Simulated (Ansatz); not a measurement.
## Relaxation of PbF₂

Level of theory: DFT PBE, scalar-relativistic, plane waves, PAW in Ansatz 0.2.0. (420 eV cutoff, 9×9×6 k-mesh, Gaussian smearing of 0.02 eV, no spin polarisation)

What was changed in SnBr2: Br → F, Sn → Pb on all its sites, cell and atoms relaxed.

Spin–orbit coupling is left out, which can shift energies with elements as heavy as these.

Input:

```yaml
crystal:
  lattice:
    - [3.9731953934, 0.0, 0.0]
    - [-1.9865976967, 3.4408881448, 0.0]
    - [0.0, 0.0, 5.06169166]
  atoms:
    - { symbol: Pb, position: [0.0, 0.0, 0.5] }
    - { symbol: F, position: [0.6666666667, 0.3333333333, 0.301383459] }
    - { symbol: F, position: [0.3333333333, 0.6666666667, 0.698616541] }
basis:
  ecutwfc: 420
kpoints:
  mp_grid: { grid: [9, 9, 6] }
hamiltonian:
  xc: pbe
scf:
  occupations: { method: gaussian, width: 0.02 }
output:
  forces: true
  stress: true
  eigenvalues: true
relax:
  adjacent_minimum: "off"
  f_tol: 0.01
  max_steps: 60
  cell: { stress_tol: 0.1 }
```

F is the free energy. Steps run on the plane waves of an earlier cell, but the last one, and at times one on the way, on a freshly chosen basis, so a repeated geometry can differ a little in energy.

Steps:

```csv
step,F − F(1) (eV),largest force component (eV/Å),V (Å³/atom),P (GPa)
1,0.0000,0.009,23.067,0.20
2,0.0009,0.011,23.218,-0.12
3,0.0006,0.001,23.190,0.01
4,-0.0002,0.001,23.190,0.03
```

Relaxed structure:

```
CELL_PARAMETERS angstrom
3.98096 0.00000 0.00000
-1.99048 3.44761 0.00000
0.00000 0.00000 5.06883
ATOMIC_POSITIONS crystal
Pb 0.00000 0.00000 0.50000
F 0.66667 0.33333 0.30233
F 0.33333 0.66667 0.69767
```

Symmetry: P-3m1, No. 164, trigonal system. The conventional cell has a = 3.981 Å, b = 3.981 Å, c = 5.069 Å, α = 90.00°, β = 90.00°, γ = 120.00°. Pb (site symmetry -3m) is surrounded by 6 F at 2.51 Å. F (site symmetry 3m) has 3 Pb at 2.51 Å as nearest neighbours.

The run converged. The run took about 12 core-seconds.